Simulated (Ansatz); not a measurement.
# Zr: computed DOS

```cif
data_structure
_symmetry_space_group_name_H-M 'Im-3m'
_symmetry_Int_Tables_number 229
_cell_length_a 3.5749
_cell_length_b 3.5749
_cell_length_c 3.5749
_cell_angle_alpha 90.000
_cell_angle_beta 90.000
_cell_angle_gamma 90.000
_cell_volume 45.69
loop_
_atom_site_label
_atom_site_type_symbol
_atom_site_symmetry_multiplicity
_atom_site_Wyckoff_symbol
_atom_site_fract_x
_atom_site_fract_y
_atom_site_fract_z
_atom_site_occupancy
Zr1 Zr 2 a 0.00000 0.00000 0.00000 1
```

The runs use the primitive cell with vectors (-1.787, 1.787, 1.787), (1.787, -1.787, 1.787), (1.787, 1.787, -1.787) Å, to which the k mesh refers.

It takes space group Im-3m (No. 229, cubic). Conventional cell: a = 3.575 Å, b = 3.575 Å, c = 3.575 Å, α = 90.00°, β = 90.00°, γ = 90.00°. Zr (site symmetry m-3m) has 8 Zr at 3.10 Å as nearest neighbours.

The cell was built from the bcc type and relaxed in the same program, and has space group Im-3m; it needn't be a known or the stable phase.

Theory: Ansatz 0.2.0, DFT, PBE, all-electron LAPW, scalar-relativistic.

Numerical set-up: a Γ-centred 16×16×16 k mesh, Fermi–Dirac smearing of 0.05 eV, basis error target 0.25 meV/atom, no spin polarisation.

States per eV and cell, averaged over 0.4 eV, from -5.4 to 1.6 eV, with energies (bin centres) from the Fermi level; empty bins are left out. The partial columns, the largest 3 alone, are projections on Löwdin-orthogonalised atomic shells (those that the program's projection atoms carry: the occupied ones and, for some elements, an empty d or f shell; other empty shells have no column), summed over atoms of an element. Weights on diffuse s and p shells depend on that basis and aren't pure angular character.

| E (eV) | total | Zr 4d | Zr 5s | Zr 4p |
| --- | --- | --- | --- | --- |
| -5.3 | 0.02 | 0.00 | 0.02 | 0.00 |
| -4.9 | 0.06 | 0.00 | 0.06 | 0.00 |
| -4.5 | 0.10 | 0.00 | 0.08 | 0.00 |
| -4.1 | 0.13 | 0.01 | 0.11 | 0.00 |
| -3.7 | 0.18 | 0.02 | 0.14 | 0.01 |
| -3.3 | 0.24 | 0.05 | 0.18 | 0.01 |
| -2.9 | 0.50 | 0.22 | 0.26 | 0.01 |
| -2.5 | 0.95 | 0.63 | 0.30 | 0.01 |
| -2.1 | 1.22 | 0.95 | 0.25 | 0.02 |
| -1.7 | 1.42 | 1.21 | 0.18 | 0.02 |
| -1.3 | 0.69 | 0.63 | 0.04 | 0.01 |
| -0.9 | 0.83 | 0.79 | 0.01 | 0.01 |
| -0.5 | 2.33 | 2.24 | 0.03 | 0.03 |
| -0.1 | 1.72 | 1.54 | 0.09 | 0.02 |
| 0.3 | 2.15 | 1.80 | 0.21 | 0.03 |
| 0.7 | 1.29 | 1.08 | 0.09 | 0.01 |
| 1.1 | 0.61 | 0.48 | 0.04 | 0.00 |
| 1.5 | 0.34 | 0.29 | 0.01 | 0.00 |

Problem. Which of the resolved shells contributes most within 0.3 eV of the Fermi level?

Solution. Zr 4d, with 88 % of all states there; Zr 5s follows with 7 %.

Problem. Where is the centre of the filled Zr 4d states between -14 eV and the top of the filled states?

Solution. -1.24 eV from the Fermi level.
